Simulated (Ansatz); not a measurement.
# SrTiO3 under strain — ⁴⁹Ti NMR of the central transition

Cell: a COD entry, relaxed with PBE at fixed cell and then changed (z stretched by 2 %, ions relaxed).

```xyz
5
Lattice="3.9050 0.0000 0.0000 0.0000 3.9050 0.0000 0.0000 0.0000 3.9831" Properties=species:S:1:pos:R:3 pbc="T T T"
Sr    0.0000    0.0000    0.0000
Ti    1.9525    1.9525    1.9915
O     0.0000    1.9525    1.9915
O     1.9525    0.0000    1.9915
O     1.9525    1.9525    0.0000
```

Atom numbers follow the list; atoms alike are taken as one site, whose name carries the number of the first.

Computed with Ansatz: DFT, PBE, plane waves and PAW, scalar-relativistic, 420 eV cutoff, Γ-centred 8×8×8 k-points, Fermi–Dirac smearing 0.02 eV.

⁴⁹Ti has I = 7/2 and Q = 247.0 mb (Pyykkö 2018); at 7.05 T its Larmor frequency is ν₀ = 17.0 MHz. Only the quadrupole interaction is simulated: positions count from each site's isotropic chemical shift, and shift anisotropy, dipolar and J coupling are left out.

(1) Simulate the second-order pattern (static powder, Gaussian broadening 4 kHz) of site Ti (6 O at 1.95–1.99 Å).

Answers

(1) The calculation gives C_Q = 11.6 MHz and η = 0.00, so ν_Q = 0.826 MHz and the centre of gravity lies at -1188 ppm (-20.1 kHz).

(offset (kHz), height): (-74.0, 0), (-70.9, 6), (-67.9, 68), (-64.9, 100), (-61.8, 67), (-58.8, 52), (-55.7, 44), (-52.7, 39), (-49.7, 36), (-46.6, 34), (-43.6, 32), (-40.5, 30), (-37.5, 29), (-34.5, 28), (-31.4, 27), (-28.4, 27), (-25.3, 27), (-22.3, 26), (-19.2, 26), (-16.2, 26), (-13.2, 25), (-10.1, 25), (-7.1, 25), (-4.0, 25), (-1.0, 24), (2.0, 20), (5.1, 20), (8.1, 21), (11.2, 22), (14.2, 23), (17.3, 24), (20.3, 25), (23.3, 28), (26.4, 31), (29.4, 36), (32.5, 47), (35.5, 71), (38.5, 48), (41.6, 5), (44.6, 0)

An axis of threefold or higher order runs through Ti, so V_zz lies along it and η is zero.
